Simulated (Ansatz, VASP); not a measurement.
# GaN in two plane-wave programs

Wanted: the spread between two codes on one cell, functional and k mesh. Of the first pair: The cell is taken from a series of runs on this material, whose earlier steps may have relaxed, scaled, displaced or heated it; both programs get it as it stands.

Calculated with Ansatz 0.2.0; plane waves, with VASP 6.6.1 beside it; relaxation of cell and atoms at PBEsol and single point at PBEsol.

### Step 1. The starting structure

The structure is hexagonal, space group P6_3mc (No. 186). Conventional cell: a = 3.189 Å, b = 3.189 Å, c = 5.185 Å, α = 90.00°, β = 90.00°, γ = 120.00°. Nearest to Ga lie 4 N at 1.95 Å. Nearest to N lie 4 Ga at 1.95 Å. Farther neighbours and most contacts between anions are not listed.

### Step 2. VASP: relaxation of cell and atoms, PBEsol

The relaxed volume is the usual yardstick between codes: in a stiff, nearly cubic crystal its relative difference is about their pressure difference at one cell divided by the bulk modulus.

Lines of VASP's logs that name or quote its potential files are left out, and so is its time.

Input file INCAR:

```
SYSTEM = GaN
PREC = Accurate
ENCUT = 600
EDIFF = 1E-07
NELM = 120
ISMEAR = -1
SIGMA = 0.02
LREAL = .FALSE.
ALGO = Normal
GGA = PS
NBANDS = 24
LORBIT = 11
LWAVE = .FALSE.
LCHARG = .FALSE.
ISIF = 3
IBRION = 2
NSW = 80
EDIFFG = -0.005
LASPH = .TRUE.
GGA_COMPAT = .FALSE.
NELMIN = 4
EFERMI = MIDGAP
KPAR = 2
```

Input file POSCAR:

```
GaN
1.0
    3.1890000000      0.0000000000      0.0000000000
   -1.5945000000      2.7617550100      0.0000000000
    0.0000000000      0.0000000000      5.1850000000
Ga N
2 2
Direct
    0.3333333300      0.6666666700      0.0000000000
    0.6666666700      0.3333333300      0.5000000000
    0.6666666700      0.3333333300      0.1239072100
    0.3333333300      0.6666666700      0.6239072100
```

Input file KPOINTS:

```
Automatic mesh
0
Gamma
10 10 6
0 0 0
```

Potentials, in the order of the species: Ga_d and N (PBE family, release 64).

The run is started by

```sh
> mpirun -np 2 vasp_std
```

Numbers of over 12 decimals in the logs are rounded to 6 here.

The program printed:

```text
[banner, memory and clock lines left out]
running    2 mpi-ranks, on    1 nodes
 distrk:  each k-point on    1 cores,    2 groups
 distr:  one band on    1 cores,    1 groups

 POSCAR found type information on POSCAR GaN
 POSCAR found :  2 types and       4 ions
|                                                                             |
|               ----> ADVICE to this user running VASP <----                  |
|                                                                             |
|     You enforced a specific xc type in the INCAR file but a different       |
|     [... a line on the potential file left out ...]
|     I HOPE YOU KNOW WHAT YOU ARE DOING!                                     |
|                                                                             |

 LDA part: xc-table for (Slater+PW92), standard interpolation
 POSCAR, INCAR and KPOINTS ok, starting setup
 FFT: planning ... GRIDC
 FFT: planning ... GRID_SOFT
 FFT: planning ... GRID
 WAVECAR not read
 entering main loop
       N       E                     dE             d eps       ncg     rms          rms(c)
DAV:   1     0.292372759274E+03    0.29237E+03   -0.19673E+04  2864   0.304E+03
DAV:   2     0.724849084484E+01   -0.28512E+03   -0.27193E+03  2984   0.555E+02
DAV:   3    -0.287160562307E+02   -0.35965E+02   -0.35634E+02  3240   0.155E+02
DAV:   4    -0.298795748150E+02   -0.11635E+01   -0.11617E+01  3368   0.315E+01
DAV:   5    -0.299022576884E+02   -0.22683E-01   -0.22677E-01  3256   0.390E+00    0.102E+01
DAV:   6    -0.262433726747E+02    0.36589E+01   -0.10986E+01  4672   0.531E+01    0.301E+00
DAV:   7    -0.263153149934E+02   -0.71942E-01   -0.14513E+00  2848   0.972E+00    0.261E+00
DAV:   8    -0.262949838802E+02    0.20331E-01   -0.24814E-01  4576   0.675E+00    0.103E+00
DAV:   9    -0.262705414068E+02    0.24442E-01   -0.95553E-02  4512   0.509E+00    0.308E-01
DAV:  10    -0.262713781449E+02   -0.83674E-03   -0.52748E-03  3088   0.705E-01    0.101E-01
DAV:  11    -0.262712086025E+02    0.16954E-03   -0.11672E-03  4208   0.616E-01    0.284E-02
DAV:  12    -0.262712204845E+02   -0.11882E-04   -0.12530E-04  2864   0.850E-02    0.278E-02
DAV:  13    -0.262712200283E+02    0.45619E-06   -0.38309E-05  4568   0.800E-02    0.214E-02
DAV:  14    -0.262712184123E+02    0.16160E-05   -0.70890E-06  4032   0.275E-02    0.988E-03
DAV:  15    -0.262712183167E+02    0.95612E-07   -0.78339E-07  3272   0.638E-03
   1 F= -.26271218E+02 E0= -.26271218E+02  d E =-.262712E+02
 curvature:   0.00 expect dE= 0.000E+00 dE for cont linesearch  0.000E+00
 trial: gam= 0.00000 g(F)=  0.537E-03 g(S)=  0.438E-02 ort = 0.000E+00 (trialstep = 0.100E+01)
 search vector abs. value=  0.492E-02
 bond charge predicted
       N       E                     dE             d eps       ncg     rms          rms(c)
DAV:   1    -0.263092143361E+02   -0.37996E-01   -0.70164E-01  3672   0.161E+01    0.123E+00
DAV:   2    -0.262805903317E+02    0.28624E-01   -0.89688E-02  3568   0.662E+00    0.578E-01
DAV:   3    -0.262720878224E+02    0.85025E-02   -0.16143E-02  4312   0.276E+00    0.128E-01
DAV:   4    -0.262716636999E+02    0.42412E-03   -0.43643E-03  2792   0.565E-01    0.727E-02
DAV:   5    -0.262714954401E+02    0.16826E-03   -0.23311E-04  3888   0.148E-01    0.340E-02
DAV:   6    -0.262714821476E+02    0.13292E-04   -0.42527E-05  3152   0.101E-01    0.134E-02
DAV:   7    -0.262714813634E+02    0.78412E-06   -0.34910E-06  4392   0.259E-02    0.452E-03
DAV:   8    -0.262714808747E+02    0.48877E-06   -0.23961E-06  3672   0.134E-02    0.124E-03
DAV:   9    -0.262714808889E+02   -0.14222E-07   -0.33834E-07  2496   0.605E-03
   2 F= -.26271481E+02 E0= -.26271481E+02  d E =-.262572E-03
 trial-energy change:   -0.000263  1 .order   -0.000193   -0.004921    0.004535
 step:   0.5314(harm=  0.5204)  dis= 0.00135  next Energy=   -26.272536 (dE=-0.132E-02)
 bond charge predicted
       N       E                     dE             d eps       ncg     rms          rms(c)
DAV:   1    -0.262807115041E+02   -0.92306E-02   -0.15520E-01  3624   0.772E+00    0.572E-01
DAV:   2    -0.262745682663E+02    0.61432E-02   -0.20054E-02  3592   0.310E+00    0.272E-01
DAV:   3    -0.262726573315E+02    0.19109E-02   -0.35216E-03  4264   0.134E+00    0.582E-02
DAV:   4    -0.262725747494E+02    0.82582E-04   -0.10237E-03  2792   0.270E-01    0.386E-02
DAV:   5    -0.262725387355E+02    0.36014E-04   -0.43301E-05  3896   0.654E-02    0.208E-02
DAV:   6    -0.262725321196E+02    0.66159E-05   -0.12310E-05  3104   0.591E-02    0.536E-03
DAV:   7    -0.262725320570E+02    0.62608E-07   -0.10632E-06  3912   0.167E-02    0.157E-03
DAV:   8    -0.262725320517E+02    0.53133E-08   -0.43862E-07  2920   0.629E-03
   3 F= -.26272532E+02 E0= -.26272532E+02  d E =-.131373E-02
 curvature:  -0.26 expect dE=-0.752E-06 dE for cont linesearch -0.352E-07
 trial: gam=-0.00466 g(F)=  0.641E-07 g(S)=  0.283E-05 ort = 0.258E-04 (trialstep = 0.906E+00)
 search vector abs. value=  0.276E-05
 reached required accuracy - stopping structural energy minimisation
```

Parts of OUTCAR (step 2):

```text
ion  position               nearest neighbor table
   1  0.333  0.667  0.000-   3 1.95   3 1.95   4 1.95   3 1.95
   2  0.667  0.333  0.500-   4 1.95   4 1.95   3 1.95   4 1.95
   3  0.667  0.333  0.124-   1 1.95   1 1.95   2 1.95   1 1.95
   4  0.333  0.667  0.624-   2 1.95   2 1.95   1 1.95   2 1.95

  LATTYP: Found a hexagonal cell.
 ALAT       =     3.1890000000
 C/A-ratio  =     1.6259015365

 Subroutine GETGRP returns: Found 12 space group operations
 (whereof  6 operations were pure point group operations)

The static configuration has the point symmetry C_3v.
 The point group associated with its full space group is C_6v.

 Found     56 irreducible k-points:

   k-points           NKPTS =     56   k-points in BZ     NKDIM =     56   number of bands    NBANDS=     24

   dimension x,y,z NGX =    28 NGY =   28 NGZ =   42
   dimension x,y,z NGXF=    56 NGYF=   56 NGZF=   84

   ENCUT  =  600.0 eV  44.10 Ry    6.64 a.u.   6.37  6.37 10.36*2*pi/ulx,y,z

   NELECT =      36.0000    total number of electrons

 k-points in reciprocal lattice and weights: Automatic mesh
   0.00000000  0.00000000  0.00000000       0.002
   0.10000000  0.00000000  0.00000000       0.010
   0.20000000  0.00000000  0.00000000       0.010
   0.30000000  0.00000000  0.00000000       0.010
   0.40000000  0.00000000  0.00000000       0.010
   0.50000000  0.00000000  0.00000000       0.005
   0.10000000  0.10000000  0.00000000       0.010
   0.20000000  0.10000000  0.00000000       0.020
   0.30000000  0.10000000  0.00000000       0.020
[...]
0.40000000  0.20000000  0.50000000       0.010
   0.30000000  0.30000000  0.50000000       0.010

 average (electrostatic) potential at core
       1 -63.2403       2 -63.2403       3 -62.0761       4 -62.0761

 E-fermi :   6.2131

 k-point     1 :       0.0000    0.0000    0.0000
  band No.  band energies     occupation
    ...
     14       4.2068      2.00000
     15       4.2068      2.00000
     16       5.2148      2.00000
     17       5.2590      2.00000
     18       5.2590      2.00000
     19       7.1672      0.00000
     20       9.4836      0.00000
     21      14.3872      0.00000
     22      15.0906      0.00000
     23      15.0906      0.00000
    ...

 k-point     2 :       0.1000    0.0000    0.0000
  band No.  band energies     occupation
    ...
     14       3.4762      2.00000
     15       3.9969      2.00000
     16       4.4200      2.00000
     17       5.1145      2.00000
     18       5.1677      2.00000
     19       7.9282      0.00000
     20      10.0916      0.00000
     21      14.0705      0.00000
     22      14.4620      0.00000
     23      15.3509      0.00000
    ...

 k-point     3 :       0.2000    0.0000    0.0000
  band No.  band energies     occupation
    ...
     14       1.9642      2.00000
     15       3.0576      2.00000
     16       3.5092      2.00000
     17       4.7889      2.00000
     18       4.9127      2.00000
     19       9.0407      0.00000
     20      11.0227      0.00000
     21      12.9888      0.00000
     22      13.9263      0.00000
     23      15.4468      0.00000
    ...

  Total       -0.0037520     -0.0037520      0.0143613      0.0000000     -0.0000000     -0.0000000
  in kB       -0.1324393     -0.1324393      0.5069288      0.0000000     -0.0000000     -0.0000000
  external PRESSURE =       0.0806834 kB  Pullay stress =       0.0000000 kB

  energy-cutoff  :      600.00
  volume of cell :       45.39
      direct lattice vectors                 reciprocal lattice vectors
     3.180417998  0.000000000  0.000000000     0.314424079  0.181532827  0.000000000
    -1.590208999  2.754322778 -0.000000000     0.000000000  0.363065654  0.000000000
    -0.000000000  0.000000000  5.181537110    -0.000000000 -0.000000000  0.192992924

 POSITION                                       TOTAL-FORCE (eV/Angst)
 -----------------------------------------------------------------------------------
     -0.00000      1.83622      0.00135        -0.000000     -0.000000      0.000576
      1.59021      0.91811      2.59212        -0.000000      0.000000      0.000576
      1.59021      0.91811      0.64068         0.000000     -0.000000     -0.000576
     -0.00000      1.83622      3.23145        -0.000000      0.000000     -0.000576
 -----------------------------------------------------------------------------------
    total drift:                               -0.000010      0.000006      0.000348

  FREE ENERGIE OF THE ION-ELECTRON SYSTEM (eV)
  ---------------------------------------------------
  free  energy   TOTEN  =       -26.2725320517 eV

  energy  without entropy=      -26.2725320517  energy(sigma->0) =      -26.27253205

 reached required accuracy - stopping structural energy minimisation

 total charge
# of ion       s       p       d       tot
------------------------------------------
    1        0.790   0.911  10.185  11.886
    2        0.790   0.911  10.185  11.886
    3        1.214   2.504   0.000   3.718
    4        1.214   2.504   0.000   3.718
--------------------------------------------------
tot          4.009   6.829  20.369  31.207

[... 3 further parts left out ...]
```

CONTCAR:

```
GaN
   1.00000000000000
     3.1804179978466482    0.0000000000000000    0.0000000000000000
    -1.5902089989233241    2.7543227781414092   -0.0000000000000000
    -0.0000000000000000    0.0000000000000000    5.1815371098708392
  Ga              N
     2     2
Direct
     0.3333333300000021    0.6666666699999979    0.0002606062177325
     0.6666666699999979    0.3333333300000021    0.5002606062177325
     0.6666666699999979    0.3333333300000021    0.1236466037822662
     0.3333333300000021    0.6666666699999979    0.6236466037822662
```

The run keeps the 12 symmetry operations of its start, so it cannot find a distortion of lower symmetry.

### Step 3. Ansatz: relaxation of cell and atoms, PBEsol

Ansatz runs on its PAW soft_1 files.

The same cell, functional, mesh and smearing now go to Ansatz.

Input file input.yaml:

```yaml
crystal:
  lattice:
    - [3.189, 0.0, 0.0]
    - [-1.5945, 2.76175501, 0.0]
    - [0.0, 0.0, 5.185]
  atoms:
    - { symbol: Ga, position: [0.33333333, 0.66666667, 0.0] }
    - { symbol: Ga, position: [0.66666667, 0.33333333, 0.5] }
    - { symbol: "N", position: [0.66666667, 0.33333333, 0.12390721] }
    - { symbol: "N", position: [0.33333333, 0.66666667, 0.62390721] }
kpoints:
  mp_grid: { grid: [10, 10, 6] }
scf:
  occupations: { method: fermi_dirac, width: 0.02 }
hamiltonian:
  xc: pbesol
  pseudopotentials: { kind: paw, azcp: { folder: soft_1 }, xc_functional: pbe }
basis:
  ecutwfc: 600
output:
  forces: true
  stress: true
relax:
  f_tol: 0.005
  max_steps: 70
  cell: { stress_tol: 0.02, p_target: 0 }
```

The run is started by

```sh
> ansatz run input.yaml --threads 4 --pin off --max-ram 10240MiB --backend cpu --events-out ev --progress --plain --runs-dir out
```

The program printed:

```text
Engine: ansatz 0.2.0, aarch64-unknown-linux-gnu
Pseudopotentials: kind: paw
Pseudopotential: Ga, paw, valence charge 13, recommended cutoff 420 eV (normal), soft_1/Ga.paw.azcp
Pseudopotential: N, paw, valence charge 5, recommended cutoff 420 eV (normal), soft_1/N.paw.azcp
Functional definition: PBEsol
  exchange = pbesol_x
  correlation = pbesol_c
Crystal: 4 atoms, lattice volume = 45.666 Å³
Basis set: ecut = 600 eV, 1521 PW (Γ), exchange–correlation on 54×54×90 points (8 copies of the dense FFT grid, shifted against one another)
Bands: 22, of which v1, the nominal top of the filled ones, is band 18 counted from 1 (17 counted from 0)
Symmetry: 12 space group operations
Space group: P63mc (ITA 186), of the structure as read, at distance tolerance 3.6e-5 Å
k-points: 56 of 600 (time reversal used)
Non-local potential: Ga, projectors of the file, l = 0: 2, l = 1: 2, l = 2: 3, l = 3: 1
Non-local potential: N, projectors of the file, l = 0: 2, l = 1: 2, l = 2: 1
PAW form: soft (Blöchl's): semilocal exchange-correlation on the pseudo side does not see the compensation charge
PAW frozen core: Ga, regenerated for the run's functional, and the local potential with it (the file was generated under x = pbe(κ = 0.804, μ = 0.219515), c = pbe(β = 0.066725))
PAW frozen core: N, regenerated for the run's functional, and the local potential with it (the file was generated under x = pbe(κ = 0.804, μ = 0.219515), c = pbe(β = 0.066725))
PAW one-centre angular grid: Ga, 590 points (default); XC on 64 Gauss nodes
PAW one-centre angular grid: N, 110 points (default); XC on 64 Gauss nodes
Initial density: superposition of atomic densities (chi_scale 0.1, normalization cell, long waves kept (reshape's long-wave potential 0.00 eV rms))
Initial wavefunctions: pseudopotential atomic-orbital guess
Functional: x = pbesol(κ = 0.804, μ = 0.123457), c = pbesol(β = 0.046)
SCF iter   1: F=—  HF=-8246.860518 eV  |F-HF|=—  |Δ(HF+E_count)|=         —  Δρ=1.04e-1  dr2=4.18e0  ethr=3.10e-3  ⟨swp⟩=4.7  Hψ=5025  notcnv=0
preconditioner: auto → Resta (q_TF=auto, 2.622 Å⁻¹)  ε∞=4.9  [insulator: Δε(μ)=2.634 eV  Ē_g=16.798 eV  σ=0.020 eV  W_gap=1.00  n_scr=22 (ndim 8)  ℏωp=33.0 eV  f_vac=0.000  D(μ)=0.00/eV (n_scr^D=0)  ε∞_Penn≈4.9]
SCF iter   2: F=—  HF=-8245.832727 eV  |F-HF|=—  |Δ(HF+E_count)|=    1.03e0  Δρ=4.59e-2  dr2=5.05e-1  ethr=3.10e-3  ⟨swp⟩=2.1  Hψ=2466  notcnv=0
SCF iter   3: F=—  HF=-8245.729888 eV  |F-HF|=—  |Δ(HF+E_count)|=   1.03e-1  Δρ=1.66e-2  dr2=9.39e-2  ethr=1.40e-3  ⟨swp⟩=2.0  Hψ=1463  notcnv=0
SCF iter   4: F=—  HF=-8245.708431 eV  |F-HF|=—  |Δ(HF+E_count)|=   2.15e-2  Δρ=2.83e-3  dr2=4.53e-3  ethr=2.61e-4  ⟨swp⟩=3.0  Hψ=2448  notcnv=0
SCF iter   5: F=—  HF=-8245.707610 eV  |F-HF|=—  |Δ(HF+E_count)|=   8.22e-4  Δρ=2.64e-3  dr2=1.77e-3  ethr=1.26e-5  ⟨swp⟩=2.0  Hψ=2456  notcnv=0
SCF iter   6: F=—  HF=-8245.708118 eV  |F-HF|=—  |Δ(HF+E_count)|=   5.08e-4  Δρ=9.69e-4  dr2=2.96e-4  ethr=4.93e-6  ⟨swp⟩=2.9  Hψ=2202  notcnv=0
SCF iter   7: F=—  HF=-8245.708223 eV  |F-HF|=—  |Δ(HF+E_count)|=   1.05e-4  Δρ=2.16e-4  dr2=1.90e-5  ethr=8.22e-7  ⟨swp⟩=2.2  Hψ=2106  notcnv=0
SCF iter   8: F=—  HF=-8245.708229 eV  |F-HF|=—  |Δ(HF+E_count)|=   5.89e-6  Δρ=2.68e-5  dr2=2.47e-7  ethr=5.27e-8  ⟨swp⟩=2.0  Hψ=2237  notcnv=0
SCF iter   9: F=-8245.708229 eV  HF=-8245.708229 eV  |F-HF|=1.69e-9  |Δ(HF+E_count)|=   2.37e-7  Δρ=2.77e-6  dr2=2.93e-9  ethr=2.78e-10  ⟨swp⟩=4.0  Hψ=4480  notcnv=0
SCF 1 converged in 9 iterations: F = -8245.708229 eV  dr2 = 2.93e-9
  greatest PAW one-centre occupation: 0.995 electrons in one spin orbital (limit 2), on the Ga atom at site 1 (counted from 0), in its partial waves of l = 2
relax step   1: F+E_penalty+E_count = -8245.70822932 eV  Δ(F+E_penalty+E_count) = +0.000e0 eV  max|allowed force component| = 5.324e-2 eV/Å  Δτ_max = 0.0000 Å  P = -0.723 GPa  Ω = 45.666 Å³  (9 SCF iters, dr2 threshold 1.00e-7 eV, accepted)
[...]
relax step   2: F+E_penalty+E_count = -8245.70879307 eV  Δ(F+E_penalty+E_count) = -5.637e-4 eV  max|allowed force component| = 3.964e-2 eV/Å  Δτ_max = 0.0002 Å  P = -0.300 GPa  Ω = 45.561 Å³  energy of the carried Pulay correction = +7.164e-6 eV  (4 SCF iters, dr2 threshold 4.00e-7 eV, accepted)
[...]
relax step   3: F+E_penalty+E_count = -8245.70897275 eV  Δ(F+E_penalty+E_count) = -1.797e-4 eV  max|allowed force component| = 1.716e-2 eV/Å  Δτ_max = 0.0007 Å  P = +0.033 GPa  Ω = 45.481 Å³  energy of the carried Pulay correction = +1.270e-5 eV  (4 SCF iters, dr2 threshold 4.00e-7 eV, accepted)
[...]
relax step   4: F+E_penalty+E_count = -8245.70899961 eV  Δ(F+E_penalty+E_count) = -2.686e-5 eV  max|allowed force component| = 9.694e-6 eV/Å  Δτ_max = 0.0008 Å  P = -0.001 GPa  Ω = 45.489 Å³  energy of the carried Pulay correction = +1.209e-5 eV  (4 SCF iters, dr2 threshold 2.34e-8 eV, accepted)
[...]
relax step   5: F+E_penalty+E_count = -8245.70898648 eV  Δ(F+E_penalty+E_count) = +1.313e-5 eV  max|allowed force component| = 4.827e-5 eV/Å  Δτ_max = 0.0000 Å  P = -0.001 GPa  Ω = 45.489 Å³  stress off target by 4.37e-3 GPa  SCF on the basis re-selected at this cell (its energy is not comparable with the rows above)  (6 SCF iters)
basis re-selected at this cell: Δ(F+E_penalty+E_count) = +1.313e-5 eV, ΔP = +0.000 GPa vs the last step (what re-selecting the basis moved, of the pressure what is left beyond the Pulay correction that the steps carried, after the strain that the cell walked since its last selection, with what the two solves' SCF thresholds leave and, on support functions, any second-order correction that the steps lacked; it is no m [...]
SCF converged after 6 iterations
Free energy (F): -8245.708986 eV
Harris-Foulkes:  -8245.708986 eV  (|F-HF|=0.00e0)
Internal energy: -8245.708986 eV  (E = F + TS)
E sigma→0 (E₀):  -8245.708986 eV
Fermi energy:    10.556447 eV
--- Per-component energies (eV) ---
  E_band       = -13.580105
  E_kinetic    = 480.800568
  E_local      = -2826.419107  (includes V_loc(G=0)·N_el)
  E_nonlocal   = -106.872256
  E_hartree    = 1786.617281
  E_xc         = -242.607908
  E_vxc        = -261.298771  (∫ρ·V_xc dr)
  E_paw        = -4160.938855  (= ΣΔE_a)
  E_vpaw       = -873.025101  (= ΣTr[D̂ρ^β])
  E_aug_tail   = -0.000005  (compensation charges beyond the density's cutoff)
  E_ewald      = -3178.070861
  E_core_change = 1.782156  (= ΣΔE_core)
  E_smearing   = -0.000000  (= −TS)
  E_closure    = 0.000000  (closes the sum)
  Σ components = -8245.708986   (vs F -8245.708986, Δ=0.00e0)
--- Forces (eV/Å), atoms counted from 1 ---
  atom   1  Ga     0.00000000    -0.00000000     0.00004801
  atom   2  Ga    -0.00000000     0.00000000     0.00004801
  atom   3  N      0.00000000     0.00000000    -0.00004852
  atom   4  N     -0.00000000    -0.00000000    -0.00004852
  max |Σ_I F_I| component: 1.02e-6 eV/Å
--- Stress (GPa, compression-positive) ---
        0.000580      -0.000000       0.000000
       -0.000000       0.000580      -0.000000
        0.000000      -0.000000      -0.004366
  P = ⅓ Tr σ = -0.0011 GPa (-0.011 kbar)
--- Relaxed structure (4 steps of the walk, 4 accepted, 1 SCFs on fresh bases) ---
  F+E_penalty+E_count = -8245.70898648 eV   max|allowed force component| = 4.827e-5 eV/Å   (the final SCF, on the basis selected at the relaxed cell)
  cell:  # Å, volume = 45.4894 Å³
    - [3.182659, 1.1732699008005992e-19, 1.1044004196674245e-19]
    - [-1.591330, 2.756264, 0]
    - [1.795646340151198e-19, 0, 5.185605]
  atoms:
    - { symbol: Ga, position: [0.333333, 0.666667, 0.00025865] }
    - { symbol: Ga, position: [0.666667, 0.333333, 0.500259] }
    - { symbol: N, position: [0.666667, 0.333333, 0.123649] }
    - { symbol: N, position: [0.333333, 0.666667, 0.623649] }
```

The column dr2 measures how far the density is from self-consistency, as an energy; F and HF (Harris–Foulkes) agree once it is small.

### Step 4. Comparison

Known differences besides the potentials themselves: Ansatz makes its cores anew for this functional, VASP keeps those of its PBE data sets; Ansatz adds a Pulay correction to the stress that steers its cell, VASP none. Total energies have different zeros and are not compared.

Compared:

```csv
quantity,Ansatz,VASP,difference
volume (Å³),45.49,45.39,+0.22 %
"edge a after relaxation, in the typed setting (Å)",3.183,3.180,+0.07 %
"edge c after relaxation, in the typed setting (Å)",5.186,5.181,+0.08 %
```

(Continued in part 2 of 2.)

[Lines on the potential files, build, host, timing and source positions are cut from VASP's logs without a mark.]

[Logs are printed without paths, hosts, clocks, repeated set-up lines and the standing remarks that a program may print on its own settings, such as how far it seeks lower states.]

[Hosts, paths, dates, database ids (printed as entryN), source tags and the programs' standing remarks are cut or masked in the printed files.]
